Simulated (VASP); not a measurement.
W:

```xyz
1
Lattice="-1.5823 1.5823 1.5823 1.5823 -1.5823 1.5823 1.5823 1.5823 -1.5823" Properties=species:S:1:pos:R:3 pbc="T T T"
W     0.0000    0.0000    0.0000
```

Program: VASP 6.6.1. Alike in all runs: cell as given; cutoff (eV) 520.

Question: Order these runs on this cell by their pressure, lowest first.
A. level PBEsol; potentials or basis VASP PAW PBE potentials, release 64 (W_sv); spin off; k mesh 12 × 12 × 12; smearing fermi-dirac 0.05 eV
B. level PBE; potentials or basis VASP PAW PBE potentials, release 64 (W_sv); spin off; k mesh 12 × 12 × 12; smearing gaussian 0.011 eV
C. level LDA; potentials or basis VASP PAW LDA potentials, release 64 (W_sv); spin SOC, no magnetisation; k mesh 9 × 9 × 9; smearing fermi-dirac 0.05 eV

Answer: C (-6.3 GPa), A (-2.4 GPa), B (6.7 GPa).

Caveats: the PAW data sets were made with another functional, which shifts forces and pressure a little (some runs).
